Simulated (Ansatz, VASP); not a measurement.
## LiH: VASP beside Ansatz

Wanted: the spread between two codes on one cell, functional and k mesh. The cell is taken from a series of VASP runs on this material, whose earlier steps may have relaxed, scaled or displaced it; both programs get it as it stands. Other levels of theory on this material are compared in a session of their own.

Calculated with Ansatz 0.2.0; plane waves, with VASP 6.6.1 beside it; band structure at r2SCAN with rVV10.

### Step 1. The structure

Symmetry: Fm-3m, No. 225, cubic system. The conventional cell has a = 3.981 Å, b = 3.981 Å, c = 3.981 Å, α = 90.00°, β = 90.00°, γ = 90.00°. Nearest to Li lie 6 H at 1.99 Å. Nearest to H lie 6 Li at 1.99 Å. Farther neighbours are not listed.

### Step 2. Ansatz: band structure, r2SCAN with rVV10

Ansatz runs on its default PAW (the set named soft_2) files.

Levels along a path test the potential and the projectors away from the mesh points.

input.yaml

```yaml
crystal:
  lattice:
    - [0.0, 1.9903819246, 1.9903819246]
    - [1.9903819246, 0.0, 1.9903819246]
    - [1.9903819246, 1.9903819246, 0.0]
  atoms:
    - { symbol: Li, position: [0.0, 0.0, 0.0] }
    - { symbol: H, position: [0.5, 0.5, 0.5] }
hamiltonian:
  xc: r2scan
  pseudopotentials: { kind: paw }
  dispersion: rvv10
kpoints:
  mp_grid: { grid: [10, 10, 10] }
  band_path:
    path:
      - [0.0, 0.0, 0.0]
      - [0.16667, 0.0, 0.16667]
      - [0.33333, 0.0, 0.33333]
      - [0.5, 0.0, 0.5]
      - [0.5, 0.08333, 0.58333]
      - [0.5, 0.18333, 0.68333]
      - [0.5, 0.25, 0.75]
      - [0.45, 0.3, 0.75]
      - [0.40833, 0.34167, 0.75]
      - [0.35, 0.35, 0.7]
      - [0.225, 0.225, 0.45]
      - [0.075, 0.075, 0.15]
      - [0.03333, 0.03333, 0.03333]
      - [0.23333, 0.23333, 0.23333]
      - [0.4, 0.4, 0.4]
      - [0.51667, 0.46667, 0.51667]
      - [0.55833, 0.38333, 0.55833]
      - [0.60833, 0.28333, 0.60833]
      - [0.60833, 0.25, 0.64167]
      - [0.55833, 0.25, 0.69167]
      - [0.51667, 0.25, 0.73333]
      - [0.5, 0.3, 0.7]
      - [0.5, 0.38333, 0.61667]
      - [0.5, 0.48333, 0.51667]
      - [0.475, 0.475, 0.55]
      - [0.425, 0.425, 0.65]
      - [0.38333, 0.38333, 0.73333]
      - [0.59167, 0.18333, 0.59167]
      - [0.55, 0.1, 0.55]
      - [0.5, 0.0, 0.5]
    npoints: 1
scf:
  occupations: { method: gaussian, width: 0.05 }
  n_extra_bands: 7
output:
  forces: true
  stress: true
  eigenvalues: true
```

Command:

```bash
ansatz run input.yaml --threads 2 --pin off --max-ram 4608MiB --backend cpu --events-out ev --progress --plain --runs-dir out
```

Output:

```text
scf.n_extra_bands = 7 over 2 filled bands (N_el = 4.0): the run solves 9 bands
Engine: ansatz 0.2.0, aarch64-unknown-linux-gnu
Pseudopotentials: kind: paw
Pseudopotential: Li, paw, valence charge 3, recommended cutoff 500 eV (meta_gga), Li.paw.azcp
Pseudopotential: H, paw, valence charge 1, recommended cutoff 500 eV (meta_gga), H.paw.azcp
Functional definition: r2SCAN+rVV10
  parameter k0 = 0.174
  parameter k1 = 0.065
  parameter a1 = 4.9479
  exchange = r2scan_x(k0 = k0, k1 = k1, a1 = a1)
  correlation = r2scan_c + rvv10(11.95, 0.0093)
Crystal: 2 atoms, lattice volume = 15.770 Å³
Basis set: ecut = 500 eV, 411 PW (Γ), exchange–correlation on 96×96×96 points (64 copies of the dense FFT grid, shifted against one another)
Bands: 9, of which v1, the nominal top of the filled ones, is band 2 counted from 1 (1 counted from 0)
Symmetry: 48 space group operations
Space group: Fm-3m (ITA 225), of the structure as read, at distance tolerance 2.5e-5 Å
k-points: 47 of 1000
Non-local potential: Li, projectors of the file, l = 0: 3, l = 1: 2, l = 2: 1
Non-local potential: H, projectors of the file, l = 0: 2, l = 1: 1
PAW form: soft (Blöchl's): semilocal exchange-correlation on the pseudo side does not see the compensation charge
rVV10 density: all electrons in the spheres
PAW one-centre angular grid: Li, 302 points (default); XC on 327 of its mesh's 2665 points in the sphere
PAW one-centre angular grid: H, 302 points (default); XC on 160 Gauss nodes
Initial density: superposition of atomic densities (neutral atoms: chi_scale 0, normalization atom), corrected by the library's trained network
Initial wavefunctions: pseudopotential atomic-orbital guess
Functional: x = r2scan, c = r2scan + rvv10(b = 11.95, C = 0.0093); τ floored in thin density (d = 2e-4 eV/Å³)
SCF iter   1: F=—  HF=-221.864543 eV  |F-HF|=—  |Δ(HF+E_count)|=         —  Δρ=3.13e-3  dr2=9.94e-4  dr2_τ=2.23e-3  ethr=1.77e-3  ⟨swp⟩=5.1  Hψ=2788  notcnv=0  defer=32
preconditioner: auto → none  [insulator: Δε(μ)=3.283 eV  Ē_g=21.292 eV  σ=0.050 eV  W_gap=1.00  n_scr=0 (ndim 8)  ℏωp=13.2 eV  f_vac=0.000  D(μ)=0.00/eV (n_scr^D=0)  ε∞_Penn≈1.4]
SCF iter   2: F=—  HF=-221.903501 eV  |F-HF|=—  |Δ(HF+E_count)|=   3.90e-2  Δρ=2.76e-3  dr2=1.17e-3  dr2_τ=1.09e-5  ethr=2.48e-5  ⟨swp⟩=2.0  Hψ=1110  notcnv=0  defer=112
SCF iter   3: F=—  HF=-221.904004 eV  |F-HF|=—  |Δ(HF+E_count)|=   5.03e-4  Δρ=4.75e-4  dr2=1.86e-5  dr2_τ=1.48e-6  ethr=2.48e-5  ⟨swp⟩=2.1  Hψ=575  notcnv=0  defer=112
SCF iter   4: F=—  HF=-221.904035 eV  |F-HF|=—  |Δ(HF+E_count)|=   3.10e-5  Δρ=1.42e-4  dr2=1.70e-6  dr2_τ=1.02e-7  ethr=4.66e-7  ⟨swp⟩=2.0  Hψ=358  notcnv=0  defer=112
SCF iter   5: F=—  HF=-221.904035 eV  |F-HF|=—  |Δ(HF+E_count)|=   1.14e-7  Δρ=2.81e-5  dr2=1.01e-7  dr2_τ=2.09e-9  ethr=4.25e-8  ⟨swp⟩=1.0  Hψ=311  notcnv=0  defer=112
SCF iter   6: F=-221.904035 eV  HF=-221.904035 eV  |F-HF|=1.08e-9  |Δ(HF+E_count)|=   5.94e-9  Δρ=6.82e-6  dr2=7.16e-9  dr2_τ=6.62e-11  ethr=2.50e-9  ⟨swp⟩=7.0  Hψ=1856  notcnv=0
SCF 1 converged in 6 iterations: F = -221.904035 eV  dr2 = 7.16e-9
  greatest PAW one-centre occupation: 0.999 electrons in one spin orbital (limit 2), on the Li atom at site 0 (counted from 0), in its partial waves of l = 0
NSCF: frozen V_eff on 30 k-points
SCF converged after 6 iterations
Free energy (F): -221.904035 eV
Harris-Foulkes:  -221.904035 eV  (|F-HF|=1.08e-9)
Internal energy: -221.904035 eV  (E = F + TS)
E sigma→0 (E₀):  -221.904035 eV
Fermi energy:    2.350527 eV
--- Per-component energies (eV) ---
  E_band       = -93.475210
  E_kinetic    = 36.406098
  E_local      = -124.086466  (includes V_loc(G=0)·N_el)
  E_nonlocal   = -31.752654
  E_hartree    = 34.703071
  E_xc         = -20.049960
  E_vxc        = -28.179966  (∫ρ·V_xc dr)
  E_paw        = -22.373792  (= ΣΔE_a)
  E_vpaw       = -16.659067  (= ΣTr[D̂ρ^β])
  E_aug_tail   = -0.000366  (compensation charges beyond the density's cutoff)
  E_vtau       = 1.391081  (kinetic-family band-sum trace: ∫τ·v_τ [+ j·A + Jᵃ·Aᵃ] dr)
  E_ewald      = -94.749967
  E_smearing   = -0.000000  (= −TS)
  E_closure    = -0.000000  (closes the sum)
  Σ components = -221.904035   (vs F -221.904035, Δ=0.00e0)
--- Forces (eV/Å), atoms counted from 1 ---
  atom   1  Li    -0.00000000    -0.00000000    -0.00000000
  atom   2  H      0.00000000    -0.00000000    -0.00000000
  max |Σ_I F_I| component: 1.12e-30 eV/Å
--- Stress (GPa, compression-positive) ---
        0.485802      -0.000000       0.000000
        0.000000       0.485802       0.000000
        0.000000      -0.000000       0.485802
  P = ⅓ Tr σ = 0.4858 GPa (4.858 kbar)
--- Band table (eV; the first three rows and the last of 47) ---
  k-point 0: bands = ["-44.9641", "-5.0657", "18.3460", "19.9476", "19.9476", "19.9476", "24.7142", "24.7142", "24.7142"]
  k-point 1: bands = ["-44.9594", "-4.8781", "16.5219", "19.0624", "19.5266", "19.5266", "24.3170", "25.6474", "25.6474"]
  k-point 2: bands = ["-44.9472", "-4.3301", "12.9477", "17.7562", "18.8700", "18.8700", "25.2950", "25.3309", "25.3309"]
  k-point 46: bands = ["-44.9001", "0.3522", "5.6857", "7.5968", "13.3012", "19.9214", "23.6318", "29.3820", "30.9452"]
```

Elapsed: 2.5 s, on 2 threads of Arm Neoverse N1, shared host; peak memory 0.27 GiB; 4.4 s of CPU time.

Reading the cycles: dr2 is the Hartree energy of the density residual (eV), the measure of convergence; HF is the Harris–Foulkes estimate of the energy, which meets the free energy F at convergence.

### Step 3. VASP: band structure, r2SCAN with rVV10

The same cell, functional, mesh and smearing now go to VASP, with its own data sets and cutoff.

Lines of VASP's logs that name or quote its potential files are left out, and so is its time.

INCAR

```
SYSTEM = LiH
PREC = Accurate
ENCUT = 650
EDIFF = 1E-06
NELM = 100
ISMEAR = 0
SIGMA = 0.05
LREAL = .FALSE.
ALGO = Normal
METAGGA = R2SCAN
LUSE_VDW = .TRUE.
IVDW_NL = 2
BPARAM = 11.95
CPARAM = 0.0093
LASPH = .TRUE.
NBANDS = 14
LORBIT = 11
LWAVE = .FALSE.
LCHARG = .FALSE.
KPAR = 2
```

POSCAR

```
LiH
1.0
    0.0000000000      1.9903819246      1.9903819246
    1.9903819246      0.0000000000      1.9903819246
    1.9903819246      1.9903819246      0.0000000000
Li H
1 1
Direct
    0.0000000000      0.0000000000      0.0000000000
    0.5000000000      0.5000000000      0.5000000000
```

KPOINTS

```
Automatic mesh
0
Gamma
10 10 10
0 0 0
```

KPOINTS_OPT

```
Line mode
16
Line-mode
Reciprocal
  0.00000000   0.00000000   0.00000000 GAMMA
  0.50000000   0.00000000   0.50000000 X

  0.50000000   0.00000000   0.50000000 X
  0.50000000   0.25000000   0.75000000 W

  0.50000000   0.25000000   0.75000000 W
  0.37500000   0.37500000   0.75000000 K

  0.37500000   0.37500000   0.75000000 K
  0.00000000   0.00000000   0.00000000 GAMMA

  0.00000000   0.00000000   0.00000000 GAMMA
  0.50000000   0.50000000   0.50000000 L

  0.50000000   0.50000000   0.50000000 L
  0.62500000   0.25000000   0.62500000 U

  0.62500000   0.25000000   0.62500000 U
  0.50000000   0.25000000   0.75000000 W

  0.50000000   0.25000000   0.75000000 W
  0.50000000   0.50000000   0.50000000 L

  0.50000000   0.50000000   0.50000000 L
  0.37500000   0.37500000   0.75000000 K

  0.62500000   0.25000000   0.62500000 U
  0.50000000   0.00000000   0.50000000 X
```

Potentials, in the order of the species: Li_sv and H (PBE family, release 64).

Command:

```bash
mpirun -np 2 vasp_std
```

Output:

```text
[banner, memory and clock lines left out]
running    2 mpi-ranks, on    1 nodes
 distrk:  each k-point on    1 cores,    2 groups
 distr:  one band on    1 cores,    1 groups

 POSCAR found type information on POSCAR LiH
 POSCAR found :  2 types and       2 ions
|                                                                             |
|               ----> ADVICE to this user running VASP <----                  |
|                                                                             |
|     You have switched on vdW-DFT.                                           |
|     This routine was written and supplied by Jiri Klimes. We recommend      |
|     that you carefully read and cite the following publications:            |
|       J. Klimes, D.R. Bowler, A. Michelides                                 |
|          J. Phys.: Cond Matt. 22 022201 (2010)                              |
|       J. Klimes, D.R. Bowler, A. Michelides                                 |
|          Phys. Rev. B. 83, 195131 (2011)                                    |
|     and references therein.                                                 |
|                                                                             |

|                                                                             |
|               ----> ADVICE to this user running VASP <----                  |
|                                                                             |
|     You enforced a specific xc type in the INCAR file but a different       |
|     [... a line on the potential file left out ...]
|     I HOPE YOU KNOW WHAT YOU ARE DOING!                                     |
|                                                                             |

 LDA part: xc-table for (None), standard interpolation
 POSCAR, INCAR and KPOINTS ok, starting setup
 FFT: planning ... GRIDC
 FFT: planning ... GRID_SOFT
 FFT: planning ... GRID
 WAVECAR not read
 entering main loop
       N       E                     dE             d eps       ncg     rms          rms(c)
Total rVV10 correction in eV:      0.0925842     4.0000000
Total rVV10 correction in eV:      0.0925842     4.0000000
DAV:   1     0.195820457553E+01    0.19582E+01   -0.16744E+03  1316   0.307E+02
DAV:   2    -0.709808992059E+01   -0.90563E+01   -0.89578E+01  1786   0.656E+01
DAV:   3    -0.730824193628E+01   -0.21015E+00   -0.20996E+00  1654   0.803E+00
DAV:   4    -0.730988274241E+01   -0.16408E-02   -0.16407E-02  1526   0.610E-01
DAV:   5    -0.730989247304E+01   -0.97306E-05   -0.97306E-05  1638   0.390E-02    0.273E+00
Total rVV10 correction in eV:      0.0975062     3.9999997
Total rVV10 correction in eV:      0.0975062     3.9999997
DAV:   6    -0.677619778029E+01    0.53369E+00   -0.13228E-01  1330   0.180E+00    0.161E+00
Total rVV10 correction in eV:      0.1065863     3.9999997
Total rVV10 correction in eV:      0.1065863     3.9999997
DAV:   7    -0.671275311094E+01    0.63445E-01   -0.15894E-01  1400   0.138E+00    0.283E-01
Total rVV10 correction in eV:      0.1054754     3.9999997
Total rVV10 correction in eV:      0.1054754     3.9999997
DAV:   8    -0.671317225597E+01   -0.41915E-03   -0.63461E-03  1738   0.365E-01    0.122E-01
Total rVV10 correction in eV:      0.1062063     3.9999997
Total rVV10 correction in eV:      0.1062063     3.9999997
DAV:   9    -0.671360323486E+01   -0.43098E-03   -0.86110E-04  1458   0.168E-01    0.233E-02
Total rVV10 correction in eV:      0.1060635     3.9999997
Total rVV10 correction in eV:      0.1060635     3.9999997
DAV:  10    -0.671359594302E+01    0.72918E-05   -0.43354E-05  1640   0.391E-02    0.393E-03
Total rVV10 correction in eV:      0.1060774     3.9999997
Total rVV10 correction in eV:      0.1060774     3.9999997
DAV:  11    -0.671359231003E+01    0.36330E-05   -0.19283E-06  1562   0.951E-03    0.467E-04
Total rVV10 correction in eV:      0.1060796     3.9999997
Total rVV10 correction in eV:      0.1060796     3.9999997
DAV:  12    -0.671359119473E+01    0.11153E-05   -0.75511E-08  1256   0.169E-03    0.366E-04
Total rVV10 correction in eV:      0.1060792     3.9999997
Total rVV10 correction in eV:      0.1060792     3.9999997
DAV:  13    -0.671359142769E+01   -0.23297E-06   -0.78410E-09   790   0.508E-04
Total rVV10 correction in eV:      0.1060792     3.9999997
Total rVV10 correction in eV:      0.1060792     3.9999997
   1 F= -.67135914E+01 E0= -.67135914E+01  d E =-.204299E-29
 Start KPOINTS_OPT (optional k-point list driver)
k-point batch [1-47\160]
       N       E                     dE             ncg
DAV:   1    -0.397327282221E+04   -0.12886E+05     1316
DAV:   2    -0.441986607122E+04   -0.44659E+03     1826
DAV:   3    -0.442953072936E+04   -0.96647E+01     1742
DAV:   4    -0.442959488450E+04   -0.64155E-01     1604
DAV:   5    -0.442959542116E+04   -0.53666E-03     1792
DAV:   6    -0.442959542756E+04   -0.64047E-05     1662
DAV:   7    -0.442959542767E+04   -0.10847E-06     1726
[...]
k-point batch [142-160\160]
       N       E                     dE             ncg
DAV:   1     0.404054714245E+04   -0.56880E+04      532
DAV:   2     0.388992089291E+04   -0.15063E+03      696
DAV:   3     0.388762174015E+04   -0.22992E+01      754
DAV:   4     0.388761448595E+04   -0.72542E-02      658
DAV:   5     0.388761445047E+04   -0.35478E-04      788
DAV:   6     0.388761445021E+04   -0.25750E-06      700
```

From OUTCAR (step 3):

```text
ion  position               nearest neighbor table
   1  0.000  0.000  0.000-
   2  0.500  0.500  0.500-

  LATTYP: Found a face centered cubic cell.
 ALAT       =     3.9807638492

 Subroutine GETGRP returns: Found 48 space group operations
 (whereof 48 operations were pure point group operations)

The static configuration has the point symmetry O_h .

 Found     47 irreducible k-points:

   k-points           NKPTS =     47   k-points in BZ     NKDIM =     47   number of bands    NBANDS=     14

   dimension x,y,z NGX =    24 NGY =   24 NGZ =   24
   dimension x,y,z NGXF=    48 NGYF=   48 NGZF=   48

   ENCUT  =  650.0 eV  47.77 Ry    6.91 a.u.   5.85  5.85  5.85*2*pi/ulx,y,z

   NELECT =       4.0000    total number of electrons

 k-points in reciprocal lattice and weights: Automatic mesh
   0.00000000  0.00000000  0.00000000       0.001
   0.10000000  0.00000000  0.00000000       0.008
   0.20000000  0.00000000  0.00000000       0.008
   0.30000000  0.00000000  0.00000000       0.008
   0.40000000  0.00000000  0.00000000       0.008
   0.50000000  0.00000000  0.00000000       0.004
   0.10000000  0.10000000  0.00000000       0.006
   0.20000000  0.10000000  0.00000000       0.024
   0.30000000  0.10000000  0.00000000       0.024
[...]
-0.30000000  0.40000000  0.20000000       0.024
  -0.30000000  0.50000000  0.20000000       0.012

 average (electrostatic) potential at core
       1 -67.5313       2 -35.6543

 E-fermi :   0.3005

 k-point     1 :       0.0000    0.0000    0.0000
  band No.  band energies     occupation
      1     -45.7570      2.00000
      2      -5.6280      2.00000
      3      17.8111      0.00000
      4      19.5092      0.00000
      5      19.5092      0.00000
      6      19.5097      0.00000
      7      23.9562      0.00000
    ...

 k-point     2 :       0.1000    0.0000    0.0000
  band No.  band energies     occupation
      1     -45.7521      2.00000
      2      -5.4457      2.00000
      3      15.9781      0.00000
      4      18.5075      0.00000
      5      19.0489      0.00000
      6      19.0493      0.00000
      7      23.7274      0.00000
    ...

 k-point     3 :       0.2000    0.0000    0.0000
  band No.  band energies     occupation
      1     -45.7399      2.00000
      2      -4.9166      2.00000
      3      12.3772      0.00000
      4      17.1616      0.00000
      5      18.3535      0.00000
      6      18.3538      0.00000
      7      24.7583      0.00000
    ...

  Total        0.0090491      0.0090491      0.0090491     -0.0000000      0.0000000      0.0000000
  in kB        0.9193383      0.9193383      0.9193383     -0.0000000      0.0000000      0.0000000
  external PRESSURE =       0.9193383 kB  Pullay stress =       0.0000000 kB

  energy-cutoff  :      650.00
  volume of cell :       15.77
      direct lattice vectors                 reciprocal lattice vectors
     0.000000000  1.990381925  1.990381925    -0.251208069  0.251208069  0.251208069
     1.990381925  0.000000000  1.990381925     0.251208069 -0.251208069  0.251208069
     1.990381925  1.990381925  0.000000000     0.251208069  0.251208069 -0.251208069

 POSITION                                       TOTAL-FORCE (eV/Angst)
 -----------------------------------------------------------------------------------
      0.00000      0.00000      0.00000        -0.000000      0.000000     -0.000000
      1.99038      1.99038      1.99038         0.000000     -0.000000      0.000000
 -----------------------------------------------------------------------------------
    total drift:                                0.000000     -0.000000     -0.000000

  FREE ENERGIE OF THE ION-ELECTRON SYSTEM (eV)
  ---------------------------------------------------
  free  energy   TOTEN  =        -6.7135914277 eV

  energy  without entropy=       -6.7135914277  energy(sigma->0) =       -6.71359143

 total charge
# of ion       s       p       d       tot
------------------------------------------
    1        2.018   0.020   0.000   2.037
    2        0.557   0.002   0.000   0.559
--------------------------------------------------
tot          2.575   0.021   0.000   2.596

[... 3 further parts left out ...]
```

The run ends at a pressure of 0.09 GPa.

### Step 4. Comparison

Known differences besides the potentials themselves: VASP keeps PBE cores, Ansatz makes them for the functional; the cutoff is 500 eV in Ansatz and 650 eV in VASP. Total energies have different zeros and are not compared.

Compared:

```csv
quantity,Ansatz,VASP,difference
pressure (GPa),0.49,0.09,+0.39
gap over the path points (eV),3.581,3.529,+0.052
```

Levels at points of the path, from each program's valence-band top (eV; 1 filled, then empty):

```csv
k (reciprocal lattice),Ansatz,VASP
0.000 0.000 0.000,-5.63 17.79 19.39,-5.54 17.89 19.59
0.167 0.000 0.167,-4.92 14.43 15.93,-4.86 14.50 16.00
0.333 0.000 0.333,-2.71 8.10 12.86,-2.69 8.08 12.88
0.500 0.000 0.500,0.00 3.58 11.80,0.00 3.53 11.82
0.500 0.083 0.583,-0.06 3.85 10.09,-0.07 3.80 10.07
0.500 0.183 0.683,-0.19 4.88 7.42,-0.22 4.83 7.39
0.500 0.250 0.750,-0.23 5.99 5.99,-0.26 5.94 5.94
0.450 0.300 0.750,-0.35 5.22 7.18,-0.38 5.17 7.16
0.408 0.342 0.750,-0.47 4.88 8.10,-0.50 4.83 8.13
0.350 0.350 0.700,-0.83 5.32 8.10,-0.86 5.27 8.17
```

Among the levels compared at these points, filled levels agree within 81 meV and empty ones within 205 meV.

### Step 5. What came out

| Quantity | Value |
| --- | --- |
| difference in gap over the path points (band structure, r2SCAN with rVV10) | 0.052 eV |

**Reading.** The difference in gap over the path points is 0.052 eV (band structure, r2SCAN with rVV10), within the 0.08 eV picked in this series as the mark of a large difference. 7 further runs of this series are not shown here. Such differences can come from data sets, numerical settings and the points named under the comparisons, not from the functional's error against experiment.

[Lines on the potential files, build, host, timing and source positions are cut from VASP's logs without a mark.]

[Logs are printed without paths, hosts, clocks, repeated set-up lines and the standing remarks that a program may print on its own settings, such as how far it seeks lower states.]

[Hosts, paths, dates, database ids (printed as entryN), source tags and the programs' standing remarks are cut or masked in the printed files.]
